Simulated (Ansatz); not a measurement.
Input of an Ansatz 0.2.0 run:

input.yaml

```yaml
crystal:
  lattice:
    - [0.0, 2.5165, 2.5165]
    - [2.5165, 0.0, 2.5165]
    - [2.5165, 2.5165, 0.0]
  atoms:
    - { symbol: Lu, position: [0.0, 0.0, 0.0] }
    - { symbol: H, position: [0.75, 0.75, 0.75] }
    - { symbol: H, position: [0.25, 0.25, 0.25] }
hamiltonian:
  xc: blyp
  pseudopotentials: { kind: paw }
  dispersion: d4
kpoints:
  mp_grid: { grid: [9, 9, 9] }
scf:
  occupations: { method: fermi_dirac, width: 0.05 }
output:
  forces: true
  stress: true
relax:
  f_tol: 0.01
  max_steps: 40
  cell: { stress_tol: 0.05 }
```

Potentials or basis: Ansatz PAW.

The run is started by

```sh
$ ansatz run input.yaml --threads 2 --pin off --max-ram 5632MiB --backend cpu --events-out ev --progress --plain --runs-dir out
```

(1) What does it give for the space group after relaxing (to 0.05 Å)?

(2) Estimate the relaxed volume.

(3) What does it give for the relaxed cell?

Answers

(1) Fm-3m (No. 225).

(2) 10.03 Å³/atom.

(3) a = 3.491 Å, b = 3.491 Å, c = 3.491 Å, α = 60.00°, β = 60.00°, γ = 60.00°.

Caveat: the PAW data sets come from PBE, with cores solved anew for the run's functional, which leaves a small shift of forces and pressure.
